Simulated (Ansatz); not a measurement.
# PbSe: the cost of one run

Computed with Ansatz 0.2.0 (DFT PBE with spin–orbit coupling, plane waves, PAW, unless a step's input says otherwise).

3 further runs of the same task are left out: 3 set aside as unsound or not needed.

## Step 1: The system as given

It takes space group P1 (No. 1, triclinic). Conventional cell: a = 4.406 Å, b = 4.410 Å, c = 12.424 Å, α = 79.98°, β = 79.83°, γ = 89.99°. Pb (site symmetry 1) is surrounded by 5 Se at 2.83 to 3.12 Å. Around Pb (site symmetry 1) lie 5 Se at 2.83 to 3.13 Å. Se (site symmetry 1) is surrounded by 5 Pb at 2.83 to 3.12 Å. Around Se (site symmetry 1) lie 5 Pb at 2.83 to 3.13 Å.

Cell or atoms stand a little off a more symmetric structure (I4/mmm at a tolerance of 0.3 Å), so results at this geometry aren't those of that ideal crystal.

Coordinates:

```cif
data_structure
_symmetry_space_group_name_H-M 'P 1'
_symmetry_Int_Tables_number 1
_cell_length_a 4.4102
_cell_length_b 4.4064
_cell_length_c 12.4399
_cell_angle_alpha 100.150
_cell_angle_beta 100.416
_cell_angle_gamma 90.005
_cell_volume 233.91
loop_
_atom_site_label
_atom_site_type_symbol
_atom_site_fract_x
_atom_site_fract_y
_atom_site_fract_z
_atom_site_occupancy
Pb1 Pb 0.18215 0.20021 0.38605 1
Pb2 Pb 0.80139 0.81365 0.61494 1
Se1 Se 0.67838 0.69815 0.38009 1
Se2 Se 0.30198 0.31814 0.62089 1
```

Origin of the cell: volume kept, shape and atoms relaxed. An earlier run on this cell at PBE, without spin–orbit coupling gave 0.02 GPa at 58.477 Å³/atom (8×8×8 mesh), mesh gap 1.53 eV.

## Step 2: Spin-orbit coupling: bands, spin texture

Input file input.yaml:

```yaml
crystal:
  lattice:
    - [4.4101632787, 0.0049588898, -0.0081206166]
    - [-0.0053411087, 4.4063767099, 0.001965528]
    - [-2.2244849958, -2.200376532, 12.0399444035]
  atoms:
    - { symbol: Pb, position: [0.1821450464, 0.2002146948, 0.3860524621] }
    - { symbol: Pb, position: [0.8013911321, 0.8136513752, 0.6149426506] }
    - { symbol: Se, position: [0.6783751444, 0.6981529931, 0.3800901923] }
    - { symbol: Se, position: [0.3019806771, 0.3181359369, 0.6208926951] }
basis:
  ecutwfc: 420
  ecutrho_ratio: 4
kpoints:
  mp_grid: { grid: [6, 6, 2] }
  band_path:
    path:
      - [[0.0, 0.0, 0.0], [0.5, 0.0, -0.5]]
      - [[0.0, -0.5, 0.0], [0.0, 0.0, 0.0], [0.0, 0.0, -0.5]]
      - [[-0.5, 0.5, 0.0], [0.0, 0.0, 0.0], [0.0, 0.5, -0.5]]
      - [[-0.5, 0.0, 0.0], [0.0, 0.0, 0.0], [0.5, 0.5, -0.5]]
    npoints: 10
hamiltonian:
  xc: pbe
scf:
  occupations: { method: gaussian, width: 0.05 }
output:
  forces: true
  stress: true
  eigenvalues: true
  populations: true
  eigenstates:
    nscf_kmesh: { grid: [10, 10, 4] }
    de_dk: true
    e_range: [-2.5, 4.03308611159]
  write_density: true
  write_potential: true
  elf: true
  volumetric_format: npy
magnetization:
  noncollinear: true
  spin_orbit: true
```

Launch:

```
$ ansatz run input.yaml --threads 8 --pin off --max-ram 15360MiB --backend cpu --events-out ev --progress --plain --runs-dir out
```

**Question.** How long does this run take on 8 threads of Intel Xeon Platinum 8488C (Sapphire Rapids), shared host, and how much memory does it need?

About 2.2 min, with a peak of 4.5 GiB.
